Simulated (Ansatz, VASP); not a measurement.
## Two plane-wave programs on Y

```
CELL_PARAMETERS angstrom
3.43777 0.00000 0.00000
0.00000 3.43777 0.00000
0.00000 0.00000 3.43777
ATOMIC_POSITIONS crystal
Y 0.00000 0.00000 0.00000
```

Alike in both runs: task single point; functional revPBE; k mesh 11 × 11 × 11; occupations fermi-dirac, width 0.1 eV; no spin polarisation.

```csv
,VASP,Ansatz
version,VASP 6.6.1,Ansatz 0.2.0
potentials or method,"VASP PAW PBE potentials, release 64 (Y_sv)","plane waves (420 eV) with PAW, scalar-relativistic"
plane-wave cutoff (eV),520,420
valence electrons in the cell,11,11
```

|  | VASP | Ansatz | Ansatz less VASP |
| --- | --- | --- | --- |
| pressure (GPa) | -2.5 | -2.4 | +0.05 |

Caveats: the PAW data sets were made with another functional, which shifts forces and pressure a little (VASP).
